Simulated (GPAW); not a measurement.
The system is Ir.

```
Ir
1.0
     2.75138    0.00000    0.00000
    -1.37569    2.38276    0.00000
     0.00000    0.00000    4.46229
Ir
2
Direct
  0.33333 0.66667 0.25000
  0.66667 0.33333 0.75000
```

This isn't the form of Ir at room conditions, which is fcc.

Base run:

* Program: GPAW 26.7.0
* Functional: BLYP
* Potentials or basis: PAW data sets generated in the run's folder for this functional
* Cutoff: 600 eV
* Basis: pw
* k mesh: 11 × 11 × 6
* Occupations: fermi-dirac, width 0.05 eV
* Spin: no spin polarisation

Its results: pressure 13.2 GPa.

Problem. After a change of settings the same cell gave: pressure -13.4 GPa. Which change was it?
A. functional from BLYP to RPBE; potentials or basis from PAW data sets generated in the run's folder for this functional to the program's PAW data sets (release 1.2.1) made for this functional
B. functional from BLYP to revPBE; potentials or basis from PAW data sets generated in the run's folder for this functional to the program's PAW data sets (release 1.2.1) made for this functional
C. functional from BLYP to LDA; potentials or basis from PAW data sets generated in the run's folder for this functional to the program's PAW data sets (release 1.2.1) made for this functional
D. functional from BLYP to PBEsol

Solution. D.

PBEsol binds more tightly than BLYP, so the same cell stands under less pressure.
